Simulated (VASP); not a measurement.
# Sn (Immm) in VASP: further runs

The runs below take Sn through single point, with PBE.

Program: VASP 6.6.1. These are calculated values, not measurements. Logs are shortened: lines on timing, memory, paths and dates and some standing lists are left out, and cuts for length are marked.

## (1) The structure

The structure is orthorhombic, space group Immm (No. 71). The conventional cell has a = 3.453 Å, b = 3.551 Å, c = 4.677 Å, α = 90.00°, β = 90.00°, γ = 90.00°. Around Sn (site symmetry mmm) lie 12 Sn at 3.41 to 3.55 Å.

This isn't the form of Sn at room conditions, which is tetragonal (white tin).

## (2) Single point, PBE

The input, INCAR:

```
SYSTEM = Sn
PREC = Accurate
ENCUT = 520
EDIFF = 1E-7
ISMEAR = -1
SIGMA = 0.1
LREAL = .False.
LASPH = .True.
NELM = 100
ALGO = Normal
ISIF = 2
LWAVE = .False.
LCHARG = .False.
GGA = PE
NBANDS = 13
```

The input, KPOINTS:

```
regular mesh
0
Gamma
  9 9 9
  0 0 0
```

The input, POSCAR:

```
Sn
1.0
   -1.7265390000      1.7755470000      2.3383420000
    1.7265390000     -1.7755470000      2.3383420000
    1.7265390000      1.7755470000     -2.3383420000
Sn
1
Direct
    0.0000000000      0.0000000000      0.0000000000
```

Potentials or basis: VASP PAW PBE potentials, release 64 (Sn_d).

Started as:

```
cat potpaw_PBE.64/Sn_d/POTCAR > POTCAR
mpirun -np 1 vasp_std > vasp.out
```

OUTCAR:

```text
SYSTEM = Sn
   PREC = Accurate
   ENCUT = 520
   EDIFF = 1E-7
   ISMEAR = -1
   LREAL = .False.
   LASPH = .True.
   NELM = 100
   ISIF = 2
   GGA = PE

 ion  position               nearest neighbor table
   1  0.000  0.000  0.000-

  LATTYP: Found a body centered orthorhombic cell.
 ALAT       =     3.4530780000
 B/A-ratio  =     1.0283851103
 C/A-ratio  =     1.3543522620

  Lattice vectors:

 A1 = (  -1.7265390000,   1.7755470000,   2.3383420000)
 A2 = (   1.7265390000,  -1.7755470000,   2.3383420000)
 A3 = (   1.7265390000,   1.7755470000,  -2.3383420000)

Analysis of symmetry for initial positions (statically):
=====================================================================
 Subroutine PRICEL returns:
 Original cell was already a primitive cell.

 Routine SETGRP: Setting up the symmetry group for a
 body centered orthorhombic supercell.

 Subroutine GETGRP returns: Found  8 space group operations
 (whereof  8 operations were pure point group operations)
 out of a pool of  8 trial point group operations.

The static configuration has the point symmetry D_2h.

Analysis of symmetry for dynamics (positions and initial velocities):
=====================================================================
 Subroutine PRICEL returns:
 Original cell was already a primitive cell.

 Routine SETGRP: Setting up the symmetry group for a
 body centered orthorhombic supercell.

 Subroutine GETGRP returns: Found  8 space group operations
 (whereof  8 operations were pure point group operations)
 out of a pool of  8 trial point group operations.

The dynamic configuration has the point symmetry D_2h.

 Subroutine INISYM returns: Found  8 space group operations
 (whereof  8 operations are pure point group operations),
 and found     1 'primitive' translations

----------------------------------------------------------------------------------------

                                     Primitive cell

  volume of cell :      28.6732

  direct lattice vectors                    reciprocal lattice vectors
    -1.726539000  1.775547000  2.338342000     0.000000000  0.281603359  0.213826720
     1.726539000 -1.775547000  2.338342000     0.289596702  0.000000000  0.213826720
     1.726539000  1.775547000 -2.338342000     0.289596702  0.281603359  0.000000000

  length of vectors
     3.406075069  3.406075069  3.406075069     0.353584952  0.359983494  0.403938983

  position of ions in fractional coordinates (direct lattice)
     0.000000000  0.000000000  0.000000000

  ion indices of the primitive-cell ions
   primitive index   ion index
                 1           1

----------------------------------------------------------------------------------------

 KPOINTS: regular mesh

Automatic generation of k-mesh.
 Grid dimensions read from file:
 generate k-points for:    9    9    9

 Generating k-lattice:

  Cartesian coordinates                     Fractional coordinates (reciprocal lattice)
     0.000000000  0.031289262  0.023758524     0.111111111  0.000000000 -0.000000000
     0.032177411  0.000000000  0.023758524     0.000000000  0.111111111 -0.000000000
     0.032177411  0.031289262  0.000000000     0.000000000  0.000000000  0.111111111

  Length of vectors
     0.039287217  0.039998166  0.044882109

  Shift w.r.t. Gamma in fractional coordinates (k-lattice)
     0.000000000  0.000000000  0.000000000

 Subroutine IBZKPT returns following result:
 ===========================================

 Found    125 irreducible k-points:

 Following reciprocal coordinates:
            Coordinates               Weight
  0.000000  0.000000  0.000000      1.000000
  0.111111  0.000000 -0.000000      4.000000
  0.222222  0.000000  0.000000      4.000000
  0.333333 -0.000000  0.000000      4.000000
  0.444444  0.000000  0.000000      4.000000
 -0.000000  0.111111  0.000000      4.000000
[... 16 lines left out ...]
 -0.111111  0.222222  0.000000      8.000000
 -0.000000  0.333333  0.000000      4.000000
 [... further k-points ...]
   k-points           NKPTS =    125   k-points in BZ     NKDIM =    125   number of bands    NBANDS=     13
   number of dos      NEDOS =    301   number of ions     NIONS =      1
   total plane-waves  NPLWV =  21952
   dimension x,y,z NGX =    28 NGY =   28 NGZ =   28
   dimension x,y,z NGXF=    56 NGYF=   56 NGZF=   56
   ions per type =               1
   NGX,Y,Z   is equivalent  to a cutoff of  13.67, 13.67, 13.67 a.u.
   NGXF,Y,Z  is equivalent  to a cutoff of  27.33, 27.33, 27.33 a.u.
 SYSTEM =  Sn
   PREC   = accura    normal or accurate (medium, high low for compatibility)
   ISTART =      0    job   : 0-new  1-cont  2-samecut
   ICHARG =      2    charge: 1-file 2-atom 10-const
   ISPIN  =      1    spin polarized calculation?
   LNONCOLLINEAR =      F non collinear calculations
   LSORBIT =      F    spin-orbit coupling
   LASPH  =      T    aspherical Exc in radial PAW
   ENCUT  =  520.0 eV  38.22 Ry    6.18 a.u.   6.33  6.33  6.33*2*pi/ulx,y,z
   NELM   =    100;   NELMIN=  2; NELMDL= -5     # of ELM steps
   EDIFF  = 0.1E-06   stopping-criterion for ELM
   LREAL  =      F    real-space projection
   EDIFFG = 0.1E-05   stopping-criterion for IOM
   NSW    =      0    number of steps for IOM
   IBRION =     -1    ionic relax: 0-MD 1-quasi-New 2-CG
   NFREE  =      0    steps in history (QN), initial steepest desc. (CG)
   ISIF   =      2    stress and relaxation
   ISYM   =      2    0-nonsym 1-usesym 2-fastsym
   POTIM  = 0.5000    time-step for ionic-motion
   TEBEG  =    0.0;   TEEND  =   0.0 temperature during run
   PSTRESS=    0.0 pullay stress
   NELECT =      14.0000    total number of electrons
   NUPDOWN=      -1.0000    fix difference up-down
   EMIN   =  10.00;   EMAX   =-10.00  energy-range for DOS
   EFERMI =   0.00;   METHOD = LEGACY
   ISMEAR =    -1;   SIGMA  =   0.10  broadening in eV -4-tet -1-fermi 0-gaus
   EFERMI_NEDOS =   21; number of points for ismear=-14 and -15
   IALGO  =     38    algorithm
   IMIX   =      4    mixing-type and parameters
     AMIX     =   0.40;   BMIX     =  1.00
     AMIX_MAG =   1.60;   BMIX_MAG =  1.00
  volume/ion in A,a.u.               =      28.67       193.50
  Fermi-wavevector in a.u.,A,eV,Ry     =   1.289116  2.436076 22.610433  1.661820
  Thomas-Fermi vector in A             =   2.421028
   LORBIT       =      0    0 simple, 1 ext, 2 COOP (PROOUT), +10 PAW based schemes
   GGA     = PE    functional components
   LHFCALC =     F    Hartree Fock is set to
   AEXX    =    0.0000 exact exchange contribution
   IVDW    =     0    specifies the selected vdW correction
   LEPSILON=     F    determine dielectric tensor
   LRPA    =     F    only Hartree local field effects (RPA)
 non-spin polarized calculation
  energy-cutoff  :      520.00
  volume of cell :       28.67
 maximum number of plane-waves:       793
 NGX is ok and might be reduce to    28
   NGX = 13   NGY = 13   NGZ = 13

 number of electron      13.9999998 magnetization

 Free energy of the ion-electron system (eV)
  ---------------------------------------------------
  ext. energy  EPLUGINS =         0.00000000
  ---------------------------------------------------
  free energy    TOTEN  =        -3.79764891 eV

  energy without entropy =       -3.78049218  energy(sigma->0) =       -3.78907055

 E-fermi :   7.5226     XC(G=0): -10.1139

 val. band max:        7.4807551218   @ k =  -0.1111   0.3333   0.0000
 cond. band min:       7.5932619668   @ k =   0.4444  -0.4444   0.4444
 fundamental gap:      0.1125068450
 Fermi energy:         7.5225956256

 k-point     1 :       0.0000    0.0000    0.0000
  band No.  band energies     occupation
      1     -14.0462      2.00000
      2     -14.0296      2.00000
      3     -14.0142      2.00000
      4     -13.9855      2.00000
      5     -13.9463      2.00000
      6      -3.2492      2.00000
      7      14.5408      0.00000
      8      14.6901      0.00000
      9      15.0925      0.00000
     10      18.1239      0.00000
     11      18.6366      0.00000
     12      19.1440      0.00000
     13      19.3047      0.00000

 k-point     2 :       0.1111    0.0000   -0.0000
  band No.  band energies     occupation
      1     -14.0408      2.00000
      2     -14.0223      2.00000
      3     -14.0121      2.00000
      4     -13.9822      2.00000
      5     -13.9476      2.00000
      6      -3.0109      2.00000
      7      12.3962      0.00000
      8      14.4284      0.00000
      9      14.6568      0.00000
     10      17.3987      0.00000
     11      19.3831      0.00000
     12      19.8366      0.00000
     13      20.9165      0.00000

 k-point     3 :       0.2222    0.0000    0.0000
  band No.  band energies     occupation
      1     -14.0324      2.00000
      2     -14.0188      2.00000
      3     -14.0078      2.00000
      4     -13.9587      2.00000
      5     -13.9451      2.00000
      6      -2.2977      2.00000
      7       9.0668      0.00000
      8      13.8562      0.00000
      9      14.0322      0.00000
     10      17.0533      0.00000
     11      19.2421      0.00000
     12      19.3103      0.00000
     13      20.7592      0.00000
[... 305 lines left out ...]
 k-point    23 :      -0.1111    0.2222    0.0000
  band No.  band energies     occupation
      1     -14.0468      2.00000
      2     -14.0099      2.00000
      3     -13.9863      2.00000
      4     -13.9824      2.00000
      5     -13.9386      2.00000
      6      -2.3675      2.00000
      7      10.6933      0.00000
      8      12.7126      0.00000
      9      13.3056      0.00000
     10      16.3742      0.00000
     11      17.4952      0.00000
     12      20.0844      0.00000
     13      21.1395      0.00000

 k-point    24 :      -0.0000    0.3333    0.0000
  band No.  band energies     occupation
      1     -14.0377      2.00000
      2     -14.0243      2.00000
      3     -13.9975      2.00000
      4     -13.9268      2.00000
      5     -13.9210      2.00000
      6      -1.0343      2.00000
      7       6.2675      1.99999
      8      12.7224      0.00000
      9      13.4815      0.00000
     10      16.6917      0.00000
     11      17.7921      0.00000
     12      18.1764      0.00000
     13      19.8045      0.00000

 [... further k-points ...]

------------------------ aborting loop because EDIFF is reached ----------------------------------------

  FORCE on cell =-STRESS in cart. coord.  units (eV):
  Direction    XX          YY          ZZ          XY          YZ          ZX
  --------------------------------------------------------------------------------------
  -------------------------------------------------------------------------------------
  Total       -0.1804351     -0.3134974     -0.0060590      0.0000000      0.0000000      0.0000000
  in kB      -10.0821959    -17.5173324     -0.3385567      0.0000000      0.0000000      0.0000000
  external PRESSURE =      -9.3126950 kB  Pullay stress =       0.0000000 kB

 VOLUME and BASIS-vectors are now :
 -----------------------------------------------------------------------------
  energy-cutoff  :      520.00
  volume of cell :       28.67
      direct lattice vectors                 reciprocal lattice vectors
    -1.726539000  1.775547000  2.338342000     0.000000000  0.281603359  0.213826720
     1.726539000 -1.775547000  2.338342000     0.289596702  0.000000000  0.213826720
     1.726539000  1.775547000 -2.338342000     0.289596702  0.281603359  0.000000000

 POSITION                                       TOTAL-FORCE (eV/Angst)
 -----------------------------------------------------------------------------------
      0.00000      0.00000      0.00000         0.000000      0.000000      0.000000
 -----------------------------------------------------------------------------------
    total drift:                               -0.000000     -0.000000     -0.000000

  FREE ENERGIE OF THE ION-ELECTRON SYSTEM (eV)
  ---------------------------------------------------
  free  energy   TOTEN  =        -3.7976489149 eV

  energy  without entropy=       -3.7804921814  energy(sigma->0) =       -3.78907055
```

It took 19 s on 1 thread of Intel Xeon 6975P-C (Granite Rapids), shared host; peak memory 0.18 GiB.

Results:

| Quantity | Value |
| --- | --- |
| Free energy | -3.7976 eV |
| Pressure | -0.9 GPa |
| Band gap on the k mesh | none (metal or under the smearing width) |

## (3) Single point, PBE

The input, INCAR:

```
  PREC = Accurate
  ENCUT = 520
  EDIFF = 1E-6
  ISMEAR = -1
  SIGMA = 0.3
  LREAL = F
  LASPH = T
  NELM = 100
  ALGO = Normal
  ISIF = 2
  LWAVE = F
  LCHARG = T
  GGA = PE
  LELF = T
  LVHAR = T
  NBANDS = 13
```

The input, KPOINTS:

```
regular mesh
0
Gamma
  9 9 9
```

POSCAR is that of step 2.

Potentials or basis: VASP PAW PBE potentials, release 64 (Sn_d).

Started as:

```
cat potpaw_PBE.64/Sn_d/POTCAR > POTCAR
mpirun -np 1 vasp_std > vasp.out
```

It took 16 s on 1 thread of Intel Xeon 6975P-C (Granite Rapids), shared host; peak memory 0.18 GiB.

Results (log left out):

```yaml
Free_energy: -3.8686 eV
Pressure: -0.8 GPa
Band_gap_on_the_k_mesh: none (metal or under the smearing width)
```

Stress tensor (GPa, compression positive):
```
-0.61  0.00  0.00
 0.00 -1.07  0.00
 0.00  0.00 -0.58
```

Levels at points of the mesh, in eV from the Fermi level:
```tsv
k point	band 4	band 5	band 6	band 7	band 8	band 9	band 10	band 11
(0.00, 0.00, 0.00)	-21.50	-21.46	-10.76	7.03	7.18	7.58	10.62	11.13
```
